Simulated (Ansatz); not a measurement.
MgS in the NiAs structure, relaxed with r2SCAN in the PAW code Ansatz. It is hexagonal, P6_3/mmc (No. 194); conventional cell a = 3.645 Å, c = 6.147 Å, 17.69 Å³ an atom. Mg has 6 S at 2.61 Å; S has 6 Mg at 2.61 Å.

The axes x, y and z are those of this cell:
```xyz
4
Lattice="3.6454 0.0000 0.0000 -1.8227 3.1570 0.0000 0.0000 0.0000 6.1474" Properties=species:S:1:pos:R:3 pbc="T T T"
Mg    0.0000    0.0000    0.0000
Mg    0.0000    0.0000    3.0737
S     0.0000    2.1047    1.5368
S     1.8227    1.0523    4.6105
```

Unstrained: PBE gives an indirect gap of 3.416 eV, from Γ to K; the least direct gap is 3.543 eV at Γ. With r2SCAN the valence top lies at Γ and the conduction bottom at K, 4.074 eV higher; the smallest vertical gap, at Γ, is 4.438 eV. With HSE06 the valence top lies at Γ and the conduction bottom at K, 4.464 eV higher; the smallest vertical gap, at Γ, is 4.652 eV. Meshes: PBE 12×12×4, r2SCAN 12×12×4, HSE06 6×6×4. Strains are changes of length per length. After each strain the atoms were relaxed again with r2SCAN in this cell and within any symmetry left, so distortions that break it or need a larger cell weren't tested; points keep the names that they have in the unstrained zone. Spin-unpolarised throughout. Whether this structure exists isn't addressed.

(1) Apply isotropic -1.69 % on every length. How far does the gap move, against the unstrained cell?

(2) Apply biaxial -1.41 % in x and y, z held. How far does the gap move, against the unstrained cell?

## Answers

(1) PBE: the gap goes from 3.416 to 3.495 eV (+0.079 eV). r2SCAN: the gap goes from 4.074 to 4.148 eV (+0.074 eV). HSE06: the gap goes from 4.464 to 4.555 eV (+0.091 eV). The r2SCAN energy rises by 11.9 meV an atom.

(2) PBE: the gap goes from 3.416 to 3.384 eV (-0.031 eV). r2SCAN: the gap goes from 4.074 to 4.037 eV (-0.036 eV). HSE06: the gap goes from 4.464 to 4.437 eV (-0.027 eV). The r2SCAN energy rises by 4.7 meV an atom.

The meshes of the hybrids are coarse, so their gaps aren't converged to the digits shown.
